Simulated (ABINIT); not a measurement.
# ZnSe (Stilleite): G0W0 in ABINIT against the bands in the self-energy, part 2 of 2

Aim: move the bands in the self-energy of a G0W0 run on ZnSe (Stilleite) over a wide range.

ABINIT 10.8.3; PBE and many-body steps on it, plane waves. Known limits of the many-body steps: not at the basis limit; exchange with frozen shells missing; no spin-orbit coupling; coarse k mesh.

So far. Step 2 (Screening, 4×4×4 mesh, 310 bands, screening to 272.1 eV): Local fields lower ε∞ by 6 %. On a Γ-centred mesh this coarse the value itself is usually too large, while a short band sum pulls it down.

**6. 91 bands**

Level of this step: G0W0 on PBE, plane waves, norm-conserving pseudopotentials (ABINIT).

The self-energy is evaluated for the states that the input lists, and the levels follow from it, in one-shot runs by the linearised quasiparticle equation.

File run.abi:

```
acell 3*1.0 Angstrom
rprim 
  -0.000000000000 2.833800000000 2.833800000000
  2.833800000000 0.000000000000 2.833800000000
  2.833800000000 2.833800000000 -0.000000000000
ntypat 2
znucl 30 34
natom 2
typat 1 2
xred 
  0.000000000000 0.000000000000 0.000000000000
  0.250000000000 0.250000000000 0.250000000000
pp_dirpath "pseudos"
pseudos "Zn.upf, Se.upf"
ecut 39
ngkpt 4 4 4
nshiftk 1
shiftk 0 0 0
kptopt 1
chksymbreak 0
istwfk *1
occopt 1
irdwfk 1
optdriver 4
nband 91
gwcalctyp 0
ecutsigx 39
symsigma 1
nkptgw 1
kptgw 
  0.0000000000 0.0000000000 0.0000000000
bdgw 
  16 22
ecuteps 10
irdscr 1
ppmodel 1
indata_prefix "in"
outdata_prefix "out"
tmpdata_prefix "tmp"
```

The run is started by

```console
$ OMP_NUM_THREADS=1 mpirun -n 8 abinit run.abi > log
```

What it wrote:

```text
.Version 10.8.3 of ABINIT. v10.8.2 released Aug 2026.

 Symmetries : space group F-4 3 m (#216); Bravais cF (face-center cubic)
[... echo of the input left out ...]
== DATASET  1 ==================================================================
-   mpi_nproc: 8, omp_nthreads: 1 (-1 if OMP is not activated)

--- !DatasetInfo
iteration_state: {dtset: 1, }
dimensions: {natom: 2, nkpt: 8, mband: 91, nsppol: 1, nspinor: 1, nspden: 1, mpw: 3591, }
cutoff_energies: {ecut:  39.0, pawecutdg:  -1.0, }
[...]
20   9.220 -10.891  -5.994  -4.375   0.816  -0.225 -10.465   0.426   9.645
       21   9.220 -10.891  -5.994  -4.375   0.816  -0.225 -10.465   0.426   9.645
       22   9.220 -10.891  -5.994  -4.375   0.816  -0.225 -10.465   0.426   9.645

== END DATASET(S) ==============================================================
================================================================================

 -outvars: echo values of variables after computation  --------
           etotal      0.0000000000E+00
            nband          91
             nkpt           8
          spgroup         216
 [... the other variables as echoed above ...]

 Calculation completed.
```

Wall time 8.4 s (8 MPI ranks of Intel Xeon Platinum 8488C (Sapphire Rapids), shared host); peak memory 1.9 GiB; 65 s of CPU time.

Numbers from this step:

- G0W0 gap on the points computed: 2.464 eV
- starting gap on the mesh: 1.288 eV
- k of the valence top: 0, 0, 0
- k of the conduction bottom: 0, 0, 0
- least direct G0W0 gap on the computed points: 2.464 eV

The gap on the mesh goes from 1.29 eV to 2.46 eV, a correction of +1.18 eV.

**7. 189 bands**

run.abi, as its differences from that of step 6:

```diff
@@ -24,3 +24,3 @@
 optdriver 4
-nband 91
+nband 189
 gwcalctyp 0
```

What it wrote:

```text
.Version 10.8.3 of ABINIT. v10.8.2 released Aug 2026.

 Symmetries : space group F-4 3 m (#216); Bravais cF (face-center cubic)
[... echo of the input left out ...]
== DATASET  1 ==================================================================
-   mpi_nproc: 8, omp_nthreads: 1 (-1 if OMP is not activated)

--- !DatasetInfo
iteration_state: {dtset: 1, }
dimensions: {natom: 2, nkpt: 8, mband: 189, nsppol: 1, nspinor: 1, nspden: 1, mpw: 3591, }
cutoff_energies: {ecut:  39.0, pawecutdg:  -1.0, }
[...]
20   9.220 -10.891  -5.994  -4.536   0.815  -0.226 -10.597   0.294   9.514
       21   9.220 -10.891  -5.994  -4.536   0.815  -0.226 -10.597   0.294   9.514
       22   9.220 -10.891  -5.994  -4.536   0.815  -0.226 -10.597   0.294   9.514

== END DATASET(S) ==============================================================
================================================================================

 -outvars: echo values of variables after computation  --------
           etotal      0.0000000000E+00
            nband         189
             nkpt           8
          spgroup         216
 [... the other variables as echoed above ...]

 Calculation completed.
```

Wall time 14 s (8 MPI ranks); peak memory 2.4 GiB; 1.8 min of CPU time.

This step gave:

```yaml
g0w0_gap_on_the_points_computed: 2.488 eV
starting_gap_on_the_mesh: 1.288 eV
k_of_the_valence_top: 0, 0, 0
k_of_the_conduction_bottom: 0, 0, 0
least_direct_g0w0_gap_on_the_computed_points: 2.488 eV
```

Against the run before, the gap moves by +0.024 eV.

**8. 310 bands**

run.abi, as its differences from that of step 7:

```diff
@@ -24,3 +24,3 @@
 optdriver 4
-nband 189
+nband 310
 gwcalctyp 0
```

What it wrote:

```text
.Version 10.8.3 of ABINIT. v10.8.2 released Aug 2026.

 Symmetries : space group F-4 3 m (#216); Bravais cF (face-center cubic)
[... echo of the input left out ...]
== DATASET  1 ==================================================================
-   mpi_nproc: 8, omp_nthreads: 1 (-1 if OMP is not activated)

--- !DatasetInfo
iteration_state: {dtset: 1, }
dimensions: {natom: 2, nkpt: 8, mband: 310, nsppol: 1, nspinor: 1, nspden: 1, mpw: 3591, }
cutoff_energies: {ecut:  39.0, pawecutdg:  -1.0, }
[...]
20   9.220 -10.891  -5.994  -4.581   0.815  -0.227 -10.634   0.257   9.477
       21   9.220 -10.891  -5.994  -4.581   0.815  -0.227 -10.634   0.257   9.477
       22   9.220 -10.891  -5.994  -4.581   0.815  -0.227 -10.634   0.257   9.477

== END DATASET(S) ==============================================================
================================================================================

 -outvars: echo values of variables after computation  --------
           etotal      0.0000000000E+00
            nband         310
             nkpt           8
          spgroup         216
 [... the other variables as echoed above ...]

 Calculation completed.
```

The job ended after 20 s (8 MPI ranks; peak memory 2.9 GiB).

Numbers from this step:

```
G0W0 gap on the points computed              : 2.504 eV
starting gap on the mesh                     : 1.288 eV
k of the valence top                         : 0, 0, 0
k of the conduction bottom                   : 0, 0, 0
least direct G0W0 gap on the computed points : 2.504 eV
```

Against the run before, the gap moves by +0.016 eV.

**9. The runs together**

Times are wall times on 8 MPI ranks of Intel Xeon Platinum 8488C (Sapphire Rapids), shared host, good to a factor of about two. A run's time includes the screening step that it read.

```
      run   mesh  bands  screening cutoff (eV)  DFT gap (eV)  gap on the mesh (eV)  direct (eV)  ε∞ used     time
 26 bands  4×4×4     26                  272.1         1.288                 2.380        2.380    14.07     93 s
 27 bands  4×4×4     27                  272.1         1.288                 2.391        2.391    14.07     93 s
 44 bands  4×4×4     44                  272.1         1.288                 2.436        2.436    14.07     95 s
 91 bands  4×4×4     91                  272.1         1.288                 2.464        2.464    14.07     97 s
189 bands  4×4×4    189                  272.1         1.288                 2.488        2.488    14.07  1.7 min
310 bands  4×4×4    310                  272.1         1.288                 2.504        2.504    14.07  1.8 min
```

**10. Outcome**

| Quantity | Value |
| --- | --- |
| 26 bands | 2.380 eV |
| 27 bands | 2.391 eV |
| 44 bands | 2.436 eV |
| 91 bands | 2.464 eV |
| 189 bands | 2.488 eV |
| 310 bands | 2.504 eV |
| known limits | not at the basis limit; exchange with frozen shells missing; no spin-orbit coupling; coarse k mesh |

What this shows: The setting moved: bands in the self-energy. From 26 bands to 310 bands the gap moves by +0.12 eV. The last step still moves it by +0.016 eV. Bands and screening cutoff are coupled, so a series along one setting does not show full convergence. Bands and cutoff are finite, so the gap is not at the basis limit. The miss can reach some tenths of an eV and take either sign; the mesh is an error of its own. In the G0W0 runs levels were corrected at 1 k point alone, so a gap called «on the mesh» is the least over those, and an edge elsewhere would be missed. The 4×4×4 mesh is coarse for this cell, which bears on the long-range parts of exchange and screening. The norm-conserving file of at least one element keeps a d shell over frozen s and p shells of the same row. Exchange with those shells is missing from the self-energy, an error of 0.3 to 0.9 eV in cases checked, whose sign depends on which edge lies on those atoms. The many-body steps are scalar-relativistic: spin-orbit coupling is not in them.

[Paths, hosts, dates, memory and timing lines, banners, echoed tables and standing remarks are left out of the program output.]

[Logs are printed without paths, hosts, clocks, repeated set-up lines and the standing remarks that a program may print on its own settings, such as how far it seeks lower states.]

[Runs of the session that timed out or met a known fault of the program may be left out.]

[Hosts, paths, dates, database ids (printed as entryN), source tags and the programs' standing remarks are cut or masked in the printed files.]

[G0W0 gaps are taken among the corrected bands and points alone; a level outside them can change the order at an edge.]

[Where Ansatz stands beside ABINIT at settings called matched, ABINIT's density can come from a denser mesh and the files from another edition; pairs whose starting gaps differed by over 0.03 eV were left out, so agreement reads better than it is.]
